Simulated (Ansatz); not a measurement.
ZrB2 in the AlB2-type structure

Level of theory: DFT, PBE with spin–orbit coupling, two-component spinors; plane waves to 420 eV with PAW datasets (Ansatz 0.2.0), 12×12×10 k-mesh, Gaussian smearing of 0.05 eV; PAW files: Ansatz's generated set soft_2.

```yaml
crystal:
  lattice:
    - [3.17122, 0.00000, 0.00000]
    - [-1.58561, 2.74636, 0.00000]
    - [0.00000, 0.00000, 3.54193]
  atoms:
    - { symbol: Zr, position: [0.00000, 0.00000, 0.00000] }
    - { symbol: B, position: [0.33333, 0.66667, 0.50000] }
    - { symbol: B, position: [0.66667, 0.33333, 0.50000] }
```

The start was a prototype's sites filled with these elements; the Crystallography Open Database holds the compound in this structure.

Path: Γ–M–K–Γ–A–L–H–A | L–M | H–K, with Γ = (0.000, 0.000, 0.000), M = (0.500, 0.000, 0.000), K = (0.333, 0.333, 0.000), A = (0.000, 0.000, 0.500), L = (0.500, 0.000, 0.500), H = (0.333, 0.333, 0.500) in reciprocal vectors of the calculation's cell.

Problem. Is it a metal or an insulator, and if it has a gap, where are the band edges on this path?

Solution. A metal: bands cross the Fermi level.

Levels between -5 and 3 eV from the Fermi level at the path's named points:
```tsv
point	below E_F (eV)	above E_F (eV)
Γ	-2.72 -2.72 -2.70 -2.70 -2.68 -2.68 -2.47 -2.47	
M	-4.00 -4.00 -3.15 -3.15 -2.77 -2.77	2.12 2.12 2.19 2.19
K	-2.57 -2.57 -2.54 -2.54	1.42 1.42 1.48 1.48
A	-1.06 -1.06 -1.06 -1.06	0.23 0.23 0.26 0.26 0.63 0.63 0.73 0.73 1.69 1.69
L	-4.69 -4.69 -4.22 -4.22 -2.11 -2.11	
H	-2.83 -2.83 -2.72 -2.72
```

It ran for 29 s on 4 threads of Arm Neoverse V1, with other jobs on the host, peak memory 0.73 GiB.
